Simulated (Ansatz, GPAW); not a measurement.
# A Pt chain with an Au atom on top of one atom: relaxation, then transmission at several levels, part 2 of 4

How well does a Pt chain with an Au atom on top of one atom conduct once its atoms have relaxed, and how much do cheaper levels lose?

GPAW 26.7.0 and Ansatz 0.2.0; Ansatz plane waves; relaxation of the junction with the lead ends held; PAW set soft_1 (the session's first sound run).

So far. Step 2 (Relaxation): The relaxation lowered the energy of the cell by 0.838 eV.

## (3) Plane waves, PBE

Plane waves give the reference curve, free of the bias of atom-centred orbitals.

This step: Ansatz plane waves; Landauer transmission by layers, zero bias; PAW set soft_1 (Ansatz 0.2.0).

Contents of input.yaml:

```yaml
crystal:
  lattice:
    - [9.0, 0.0, 0.0]
    - [0.0, 9.0, 0.0]
    - [0.0, 0.0, 40.8]
  atoms:
    - { symbol: Pt, position: [0.5, 0.5, 0.0294117647] }
    - { symbol: Pt, position: [0.5, 0.5, 0.0882352941] }
    - { symbol: Pt, position: [0.5, 0.5, 0.1470588235] }
    - { symbol: Pt, position: [0.5, 0.5, 0.2058823529] }
    - { symbol: Pt, position: [0.5, 0.5, 0.2647058824] }
    - { symbol: Pt, position: [0.5, 0.5, 0.3235294118] }
    - { symbol: Pt, position: [0.4566279988, 0.4695090911, 0.3830065083] }
    - { symbol: Pt, position: [0.5102018059, 0.498935755, 0.4424094363] }
    - { symbol: Pt, position: [0.4061806407, 0.5531053138, 0.4999961834] }
    - { symbol: Au, position: [0.6281312702, 0.3819305697, 0.4999765937] }
    - { symbol: Pt, position: [0.5103188585, 0.4989058421, 0.5575633078] }
    - { symbol: Pt, position: [0.4568573434, 0.4698094183, 0.6169779536] }
    - { symbol: Pt, position: [0.5, 0.5, 0.6764705882] }
    - { symbol: Pt, position: [0.5, 0.5, 0.7352941176] }
    - { symbol: Pt, position: [0.5, 0.5, 0.7941176471] }
    - { symbol: Pt, position: [0.5, 0.5, 0.8529411765] }
    - { symbol: Pt, position: [0.5, 0.5, 0.9117647059] }
    - { symbol: Pt, position: [0.5, 0.5, 0.9705882353] }
kpoints:
  mp_grid: { grid: [1, 1, 2] }
hamiltonian:
  xc: pbe
  pseudopotentials: { kind: paw, azcp: { folder: soft_1 } }
scf:
  occupations: { method: fermi_dirac, width: 0.1 }
output:
  transmission:
    leads: [[0, 1]]
    e_range: [-2, 2]
    de: 0.025
    kmesh: [1, 1]
    reduced_basis: true
  write_potential: true
  write_density: true
  volumetric_format: npy
  elf: true
```

Started as:

```
$ ansatz run input.yaml --threads 4 --pin off --max-ram 8192MiB --backend cpu --events-out ev --progress --plain --runs-dir out
```

Numbers of over 12 decimals in the logs are rounded to 6 here.

The program printed:

```text
[...]
Crystal: 18 atoms, lattice volume = 3304.800 Å³
Basis set: ecut = 420 eV, 64509 PW (Γ)
Bands: 195, of which v1, the nominal top of the filled ones, is band 163 counted from 1 (162 counted from 0)
Symmetry: 1 space group operations
[...]
k-points: 2
[...]
SCF iter   1: F=—  HF=-226032.081545 eV  |F-HF|=—  |Δ(HF+E_count)|=         —  Δρ=2.59e-2  dr2=2.05e1  ethr=3.10e-3  ⟨swp⟩=7.0  Hψ=1511  notcnv=0  defer=9
[...]
SCF iter  13: F=-226026.661589 eV  HF=-226026.661589 eV  |F-HF|=3.79e-8  |Δ(HF+E_count)|=   6.68e-8  Δρ=8.87e-7  dr2=5.35e-8  ethr=3.08e-11  ⟨swp⟩=17.0  Hψ=1419  notcnv=0
SCF 1 converged in 13 iterations: F = -226026.661589 eV  dr2 = 5.35e-8
[...]
transmission: 51 of 306 steps passed
transmission: 102 of 306 steps passed
[...]
transmission: 306 of 306 steps passed
WARN: The output density's exchange-correlation potential varies sharply where the density is thin. Do not read a vacuum level from v_tot or v_xc, or from such a field of the output density. On a cell that repeats whose density bears no net charge and no dipole along the vacuum's axis use v_es (v_loc + v_h of the components); under efield.dipole_correction with no amplitude use v_es + v_field, which holds any externa [...]
SCF converged after 13 iterations
Free energy (F): -226026.661589 eV
[...]
Internal energy: -226025.491429 eV  (E = F + TS)
E sigma→0 (E₀):  -226026.076509 eV
Entropy (-TS):   -1.170160 eV (-65.009 meV/atom)
Fermi energy:    -3.659991 eV
[...]
--- Band table (eV) ---
  k-point 0: bands = [... 159 lower, -3.8282, -3.8274, -3.7112, -3.6709, -3.5950, -3.5726, -3.4552, -3.4501, ... 28 higher]
  k-point 1: bands = [... 159 lower, -3.8342, -3.7751, -3.7106, -3.6322, -3.6276, -3.5559, -3.4719, -3.4478, ... 28 higher]
--- Transmission ---
  basis      : 717 plane waves across, 51 finite elements along
  points     : 1, standing for a mesh of 1 x 1
  filling    : by the input's occupations and mesh, since the crystals that have channels conduct as metals do. If one of these is a semiconductor, that mesh has misplaced its level
  energies   : 161 from -2.000000 to 2.000000 eV about the Fermi level, 0.025000 eV apart; the leads are filled to 0.000000 eV, and channels, transmission and decay are at 0.000000 eV
  crystal 0  : Pt1, at the sites [0, 1], period 2.4000 Å, over 28.80 Å; its Hamiltonian steps by up to 3.4 meV
    offset         : up to 0.0000 Å between an atom of the period and one for which it stands
    filled         : 7.0 meV under the level at which it is neutral
    channels       : 4.000000e0 a spin
    conductance    : 3.8262e14 S/m² at 300 K; may be off by some 0.0 % by where its bands' edges are placed, 0.0 % from the distance to neutral
  junction   : crystal 0 to crystal 0, 0.70 to 39.10 Å
    transmission   : 2.165801e0 a spin
    error estimate : 3.113461e-4 a spin from the reduction of the transverse basis, at the most 9.483884e-2 at -1.150000 eV
    conductance    : 2.0299e14 S/m² at 300 K (2.0301e14 on every other energy)
    error estimate : 0.0 % from the energy spacing and 0.0 % from band edges of the leads and from resonances (wavevectors taken as independent; lower de), 0.0 % from the reduction of the transverse basis, 1.1 % from the steps of its leads' Hamiltonians or their offsets (lay more layers), 1.2 % from the distance to neutral
    resistance     : 2.3128e-3 Ω µm² beyond half of each lead's own
```

Run time: 3.6 min. Hardware: 4 threads of Arm Neoverse V1, shared host; peak memory 5.5 GiB.

The column dr2 measures how far the density is from self-consistency, as an energy; F and HF (Harris–Foulkes) agree once it is small.

This step gave:

* lead level: 0 eV from the Fermi level
* transmission at the Fermi level (one spin): 2.166
* open channels of the lead at the Fermi level (one spin): 4
* step of the potential along the lead: 3.4 meV
* offset of the lead: 0 Å
* filling of the lead less its bulk value, in size: 7 meV
* conductance: 2.122 G₀

One spin. Table of transmission, zone mean by energy, zero at the Fermi level:

| energy (eV) | transmission, zone mean |
| --- | --- |
| -2.000 | 1.80 |
| -1.900 | 1.64 |
| -1.800 | 1.53 |
| -1.700 | 1.42 |
| -1.600 | 1.34 |
| -1.500 | 1.65 |
| -1.400 | 2.11 |
| -1.300 | 2.49 |
| -1.200 | 2.74 |
| -1.175 | 2.83 |
| -1.100 | 3.42 |
| -1.000 | 4.11 |
| -0.950 | 4.22 |
| -0.900 | 4.03 |
| -0.800 | 3.89 |
| -0.700 | 3.91 |
| -0.600 | 3.56 |
| -0.500 | 3.01 |
| -0.400 | 2.77 |
| -0.300 | 2.53 |
| -0.200 | 2.38 |
| -0.100 | 2.32 |
| 0.000 | 2.17 |
| 0.100 | 1.62 |
| 0.200 | 1.07 |
| 0.300 | 0.827 |
| 0.400 | 0.749 |
| 0.500 | 0.678 |
| 0.600 | 0.607 |
| 0.700 | 0.523 |
| 0.800 | 0.364 |
| 0.900 | 0.476 |
| 1.000 | 0.378 |
| 1.100 | 4.6e-4 |
| 1.200 | 0.842 |
| 1.300 | 0.990 |
| 1.400 | 0.999 |
| 1.500 | 1.000 |
| 1.600 | 1.000 |
| 1.700 | 1.000 |
| 1.800 | 1.000 |
| 1.900 | 1.000 |
| 2.000 | 1.000 |

One spin. Open channels, zone mean against energy, zero at the Fermi level:

| energy (eV) | open channels, zone mean |
| --- | --- |
| -2.000 | 3 |
| -1.800 | 3 |
| -1.600 | 4 |
| -1.400 | 6 |
| -1.200 | 6 |
| -1.000 | 6 |
| -0.800 | 6 |
| -0.600 | 6 |
| -0.400 | 4 |
| -0.200 | 4 |
| 0.000 | 4 |
| 0.200 | 4 |
| 0.400 | 3 |
| 0.600 | 3 |
| 0.800 | 1 |
| 1.000 | 1 |
| 1.200 | 1 |
| 1.400 | 1 |
| 1.600 | 1 |
| 1.800 | 1 |
| 2.000 | 1 |

Crystal 0, spin -, k parallel (0, 0); distinct values, listed up to 1.5 1/Å. Im kz of the slowest decaying states against energy, zero at the Fermi level:

| energy (eV) | decay 1 (Å⁻¹) | decay 2 (Å⁻¹) | decay 3 (Å⁻¹) | decay 4 (Å⁻¹) |
| --- | --- | --- | --- | --- |
| -2.000 | 0.386 | 0.615 | 0.616 | 1.40 |
| -1.800 | 0.273 | 0.505 | 0.506 | 1.38 |
| -1.600 | 0.350 | 0.351 | 1.36 | 1.36 |
| -1.400 | 1.34 | 1.34 | 1.37 | 1.48 |
| -1.200 | 1.32 | 1.32 | 1.35 | 1.46 |
| -1.000 | 1.30 | 1.30 | 1.33 | 1.44 |
| -0.800 | 1.28 | 1.28 | 1.31 | 1.43 |
| -0.600 | 1.26 | 1.26 | 1.29 | 1.41 |
| -0.400 | 0.0854 | 0.0855 | 1.24 | 1.24 |
| -0.200 | 0.347 | 1.22 | 1.22 | 1.25 |
| 0.000 | 0.468 | 0.468 | 1.20 | 1.20 |
| 0.200 | 0.553 | 0.553 | 1.18 | 1.18 |
| 0.400 | 0.138 | 0.619 | 0.619 | 1.16 |
| 0.600 | 0.240 | 0.673 | 0.673 | 1.14 |
| 0.800 | 0.006 | 0.0158 | 0.307 | 0.718 |
| 1.000 | 0.114 | 0.114 | 0.359 | 0.757 |
| 1.200 | 0.155 | 0.155 | 0.402 | 0.791 |
| 1.400 | 0.182 | 0.183 | 0.438 | 0.820 |
| 1.600 | 0.202 | 0.202 | 0.468 | 0.847 |
| 1.800 | 0.215 | 0.216 | 0.495 | 0.870 |
| 2.000 | 0.224 | 0.224 | 0.519 | 0.892 |

Crystal 0, spin -, k parallel (0, 0). The Re kz of states that move upwards by energy, zero at the Fermi level:

| energy (eV) | channel 1 (Å⁻¹) | channel 2 (Å⁻¹) | channel 3 (Å⁻¹) | channel 4 (Å⁻¹) | channel 5 (Å⁻¹) | channel 6 (Å⁻¹) |
| --- | --- | --- | --- | --- | --- | --- |
| -2.0000 | -0.642 | -0.641 | 0.726 | - | - | - |
| -1.7500 | -0.592 | -0.592 | 0.752 | - | - | - |
| -1.5000 | -0.544 | -0.544 | 0.197 | 0.779 | - | - |
| -1.2500 | -0.498 | -0.497 | 0.369 | 0.377 | 0.378 | 0.807 |
| -1.0000 | -0.452 | -0.451 | 0.484 | 0.610 | 0.610 | 0.839 |
| -0.7500 | -0.406 | -0.406 | 0.575 | 0.817 | 0.817 | 0.876 |
| -0.5000 | -0.360 | -0.360 | 0.652 | 0.921 | 1.07 | 1.07 |
| -0.2500 | -0.313 | -0.313 | 0.715 | 0.981 | - | - |
| 0.0000 | -0.264 | -0.264 | 0.765 | 1.06 | - | - |
| 0.2500 | -0.212 | -0.211 | 0.806 | 1.21 | - | - |
| 0.5000 | -0.151 | -0.150 | 0.840 | - | - | - |
| 0.7500 | -0.0589 | -0.0570 | 0.869 | - | - | - |
| 1.0000 | 0.895 | - | - | - | - | - |
| 1.2500 | 0.919 | - | - | - | - | - |
| 1.5000 | 0.942 | - | - | - | - | - |
| 1.7500 | 0.963 | - | - | - | - | - |
| 2.0000 | 0.985 | - | - | - | - | - |

The electrostatic potential energy of an electron (with the applied field's), less the Fermi level, planar mean oscillates, so the rows of the table below give means over windows of 2.41 Å about each position, cut where the curve ends. Its first 14 maxima inside the range that stand out by 2 % of the span (Å: eV): 2.4: 5.72, 4.8: 5.72, 7.2: 5.72, 9.6: 5.70, 12.0: 5.69, 14.4: 5.64, 16.9: 5.52, 19.1: 4.95, 21.7: 4.95, 23.9: 5.52, 26.4: 5.65, 28.8: 5.69, 31.2: 5.70, 33.6: 5.72. Its first 14 minima: 1.1: 3.82, 3.5: 3.82, 6.0: 3.82, 8.4: 3.80, 10.8: 3.78, 13.2: 3.76, 15.6: 3.72, 18.1: 3.48, 20.4: 1.20, 22.7: 3.48, 25.2: 3.72, 27.6: 3.76, 30.0: 3.78, 32.4: 3.80.

Table of electrostatic potential energy of an electron (with the applied field's), less the Fermi level, planar mean by z; means over each step:

| z (Å) | electrostatic potential energy of an electron (with the applied field's), less the Fermi level, planar mean (eV) |
| --- | --- |
| 1.21 | 4.77 |
| 3.62 | 4.77 |
| 6.03 | 4.77 |
| 8.44 | 4.76 |
| 10.85 | 4.74 |
| 13.26 | 4.72 |
| 15.67 | 4.65 |
| 18.08 | 4.37 |
| 20.48 | 3.00 |
| 22.90 | 4.42 |
| 25.30 | 4.66 |
| 27.72 | 4.72 |
| 30.12 | 4.74 |
| 32.54 | 4.76 |
| 34.95 | 4.77 |
| 37.36 | 4.77 |
| 39.77 | 4.63 |

The valence density, planar mean oscillates, so the rows of the table below give means over windows of 2.41 Å about each position, cut where the curve ends. Its first 14 maxima inside the range that stand out by 2 % of the span (Å: e/Å³): 1.1: 0.195, 3.5: 0.196, 6.0: 0.196, 8.4: 0.197, 10.8: 0.197, 13.2: 0.197, 15.6: 0.196, 18.0: 0.196, 20.4: 0.405, 22.8: 0.196, 25.2: 0.196, 27.6: 0.197, 30.0: 0.197, 32.4: 0.197. Its first 14 minima: 2.4: 0.0225, 4.8: 0.0225, 7.2: 0.0226, 9.6: 0.0226, 12.0: 0.0227, 14.4: 0.0213, 16.9: 0.0214, 19.1: 0.0315, 21.7: 0.0315, 23.9: 0.0214, 26.4: 0.0213, 28.8: 0.0227, 31.2: 0.0226, 33.6: 0.0226.

Valence density, planar mean against z; means over each step:

z (Å), valence density, planar mean (e/Å³) and a bar from the least value:
```
     1.21      0.092 
     3.62      0.092 
     6.03      0.092 
     8.44      0.092 
    10.85      0.092 
    13.26      0.092 
    15.67      0.092 
    18.08      0.094 #
    20.48      0.186 ##############################
    22.90      0.094 
    25.30      0.092 
    27.72      0.092 
    30.12      0.092 
    32.54      0.092 
    34.95      0.092 
    37.36      0.092 
    39.77      0.103 ###
```

Electrostatic potential energy in the ca plane at fractional y = 0.499, with atoms of Pt within 0.2 Å of it. With pseudopotentials it is smooth inside the atoms' cores, unlike the true potential.

Ten even steps from '0' (-65 eV) to '9' (2 eV), each cell a mean:
```
99999999999999999999999999999999999999999999
99999999999999999999999999999999999999999999
99999999999999999999999999999999999999999999
99999999999999999999999999999999999999999999
99999999999999999999999999999999999999999999
99999999999999999999999999999999999999999999
99999999999999999999999999999999999999999999
99999999999999999999999988899999999999999999
99999899999999999988899988899998899999999999
68986457999999998633589988899863368999999998
26861003798656887200168988898620016887568984
04740001685102686100058887788500005862015872
05750002773000487200168743478620016840002773
47874225884000488643588610158864368851003786
89998788987324799988998610158998899974236898
99999999999888999999999753479999999998889999
99999999999999999999999988899999999999999999
99999999999999999999999999999999999999999999
99999999999999999999999999999999999999999999
99999999999999999999999999999999999999999999
99999999999999999999999999999999999999999999
99999999999999999999999999999999999999999999
99999999999999999999999999999999999999999999
99999999999999999999999999999999999999999999
```
Columns run along c (16.0 Å, from fractional 0.28 to 0.67 of the cell; values clipped at the 3rd and 97th percentile), rows up along a (9.0 Å). Atoms in or near the plane, at fractional coordinates: Pt at (0.32, 0.50), Pt at (0.44, 0.51), Pt at (0.56, 0.51).

ELF in the ca plane at fractional y = 0.499, with atoms of Pt within 0.2 Å of it. It is the smooth field of the valence electrons, not physical close to the nuclei.

Ten even steps from '0' (0.00) to '9' (0.60), each cell a mean:
```
00000000000000000000000000000000000000000000
00000000000000000000000000000000000000000000
00000000000000000000000000000000000000000000
00000000000000000000000111110000000000000000
00000000000000000000001122221000000000000000
10001111000000000111111334432111110000000001
21112322111111001233212455542223321001111112
33234443222222212345423455543234432122222223
44445554333444422466533455543346642234444334
64446875445555543588643444443368863455555444
85558997455676554899853444443489985556775546
96569998556898655999963444444599996568987558
86568998557999755899854567755589986568997557
75557986546999645688655689965568865568997556
54445665445897544556554689964556554447985445
43344554334665433444443589854444443345664334
32223332223554322223223467643223222234554222
11111211112343211111112345432111111123432111
00000000001222100000001233321000000012221000
00000000000111000000000111110000000001110000
00000000000000000000000000000000000000000000
00000000000000000000000000000000000000000000
00000000000000000000000000000000000000000000
00000000000000000000000000000000000000000000
```
Columns run along c (16.0 Å, from fractional 0.28 to 0.67 of the cell), rows up along a (9.0 Å). Atoms in or near the plane, at fractional coordinates: Pt at (0.32, 0.50), Pt at (0.44, 0.51), Pt at (0.56, 0.51).

Valence density in the ca plane at fractional y = 0.499, with atoms of Pt within 0.2 Å of it. It is the smooth field of the valence electrons, not physical close to the nuclei.

Ten steps, logarithmic in the rise over the least value, from '0' (0 e/Å³) to '9' (11 e/Å³), each cell a mean:
```
00000000000000000000000000000000000000000000
00000000000000000000000000000000000000000000
00000000000000000000000000000000000000000000
00000000000000000000000000000000000000000000
00000000000000000000000000000000000000000000
00000000000000000000000011100000000000000000
00000000000000000000000122210000000000000000
10001110000000000111111233321111110000000000
21112322111111111233322234322223321111111111
53235664222222223577532233322357753222222223
75357986433555334799853233323479975334654336
86468998545887545899863344433589985457886447
85468997446998644799853467643579975468997447
64346775346898633567543578863357753358997435
32223443224776422233323578853233322246775323
11111111112343211111112467642111111123432111
00000000001111100000001234321000000011111000
00000000000000000000000111110000000000000000
00000000000000000000000000000000000000000000
00000000000000000000000000000000000000000000
00000000000000000000000000000000000000000000
00000000000000000000000000000000000000000000
00000000000000000000000000000000000000000000
00000000000000000000000000000000000000000000
```
Columns run along c (16.0 Å, from fractional 0.28 to 0.67 of the cell), rows up along a (9.0 Å). Atoms in or near the plane, at fractional coordinates: Pt at (0.32, 0.50), Pt at (0.44, 0.51), Pt at (0.56, 0.51).

T at the Fermi level is 2.17 of 4 open channels a spin, without spin-orbit coupling, which is large for these atoms.

(Part 2 of 4 ends here.)

[Logs are printed without paths, hosts, clocks, repeated set-up lines and the standing remarks that a program may print on its own settings, such as how far it seeks lower states.]

[Hosts, paths, dates, database ids (printed as entryN), source tags and the programs' standing remarks are cut or masked in the printed files.]
